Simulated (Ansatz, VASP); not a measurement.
## BAs: VASP beside Ansatz

```
CELL_PARAMETERS angstrom
0.00000 2.40441 2.40441
2.40441 0.00000 2.40441
2.40441 2.40441 0.00000
ATOMIC_POSITIONS crystal
B 0.00000 0.00000 0.00000
As 0.25000 0.25000 0.25000
```

Alike in both runs: task relaxation of cell and atoms; functional PBE; k mesh 10 × 10 × 10; no spin polarisation.

```csv
,VASP,Ansatz
version,VASP 6.6.1,Ansatz 0.2.0
potentials or method,"VASP PAW PBE potentials, release 64 (B, As)","scalar-relativistic, plane waves, PAW"
plane-wave cutoff (eV),600,420
occupations,"gaussian, width 0.01 eV",fixed
valence electrons in the cell,8,18
```

VASP gave:

| Item | Value |
| --- | --- |
| gap on the k mesh at the Fermi level, each at its own relaxed structure (eV) | 1.20 |
| relaxed volume (Å³/atom) | 13.97 |
| relaxed cell length with the largest relative difference (Å) | 3.406 |

What did Ansatz give for the same quantities?

gap on the k mesh at the Fermi level, each at its own relaxed structure (eV): 1.20; relaxed volume (Å³/atom): 13.90; relaxed cell length with the largest relative difference (Å): 3.401.

The two sets of potentials don't hold the same shells in valence.

A k mesh can miss the band edges. Zero-point motion and thermal expansion aren't in these numbers. PBE usually gives volumes a little too large and moduli too small.
